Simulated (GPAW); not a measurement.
Crystal: Al2Cu.

```
Cu Al
1.0
     4.10518    0.00000    0.00000
     0.00000    4.10518    0.00000
     0.00000    0.00000    2.89131
Cu Al
1 2
Cartesian
  0.0000 0.0000 0.0000
  0.0000 2.0526 1.4457
  2.0526 0.0000 1.4457
```

The cell comes from a database or a generator and needn't be the stable form of this composition.

| Item | Value |
| --- | --- |
| Program | GPAW 26.7.0 |
| Task | single point |
| Functional | PBEsol |
| Potentials or basis | PAW data sets generated in the run's folder for this functional |
| Cutoff | 600 eV |
| Basis | pw |
| k mesh | 7 × 7 × 9 |
| Occupations | fermi-dirac, width 0.05 eV |
| Spin | no spin polarisation |

On this cell: pressure -1.8 GPa; largest force under 0.003 eV/Å; band gap on the k mesh none (metal or under the smearing width).

The same run follows on a disturbed copy (atoms moved at random, drawn with an rms of 0.05 Å):

```
Cu Al
1.0
     4.10518    0.00000    0.00000
     0.00000    4.10518    0.00000
     0.00000    0.00000    2.89131
Cu Al
1 2
Direct
  0.99603 0.00616 0.00241
  0.00938 0.49706 0.46823
  0.50601 0.99013 0.49754
```

Problem. What does the disturbed cell give?

Solution. The energy (extrapolated to zero smearing) moves by +8.4 meV/atom; pressure -1.6 GPa; largest force 0.474 eV/Å; band gap on the k mesh none (metal or under the smearing width).

Forces on the atoms (eV/Å):
```
Cu   0.254 -0.239 -0.321
Al  -0.015  0.193  0.297
Al  -0.239  0.046  0.024
```

Stress tensor (GPa, compression positive):
```
-1.34  0.07  0.00
 0.07 -0.90  0.34
 0.00  0.34 -2.47
```

Caveats: with this Cu data set, volumes or pressures lay over 1.5 % or 2 GPa off other programs in two to four cells of ten.
